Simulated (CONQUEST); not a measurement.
## HgTe (Coloradoite) under changes of volume

One of the cells (33.215 Å³/atom); the others are scaled copies at fixed shape and fractional positions:

```xyz
4
Lattice="4.5460 0.0000 0.0000 0.0000 4.5460 0.0000 0.0000 0.0000 6.4290" Properties=species:S:1:pos:R:3 pbc="T T T"
Hg    0.0000    0.0000    0.0000
Hg    2.2730    2.2730    3.2145
Te    0.0000    2.2730    1.6073
Te    2.2730    0.0000    4.8217
```

```yaml
Program: CONQUEST 1.3
Functional: PBEsol
Potentials_or_basis: PseudoDojo NC PBEsol, DZP, grid of 48 × 48 × 60 points
k_mesh: 6 × 6 × 4
Occupations: fermi-dirac, width 0.05 eV
Spin: no spin polarisation
```

```csv
volume (Å³/atom),energy over the lowest point (meV/atom),pressure (GPa)
31.223,76.68,6.8
31.887,51.45,5.3
32.551,31.96,4.0
33.215,17.68,2.9
33.880,7.79,1.9
34.544,?,?
35.208,0.00,0.1
```

What does the run at 34.544 Å³/atom give?

Energy over the lowest point 2.04 meV/atom; pressure 0.9 GPa.

Worked out: A Birch-Murnaghan fit of order 3 (a polynomial in V^(-2/3)) to the other rows has its minimum at 35.30 Å³/atom, just outside them, with B0 = V·E''(V) = 41 GPa and B' = 5.1. It gives 2.10 meV/atom at 34.544 Å³/atom, against the run's 2.04, and -dE/dV = 0.9 GPa, against 0.9.

Energies are extrapolated to zero smearing.

Caveats: the basis of atomic orbitals isn't converged, which shifts pressures, moduli and gaps; the real-space grid breaks the cell's symmetry a little (some runs).
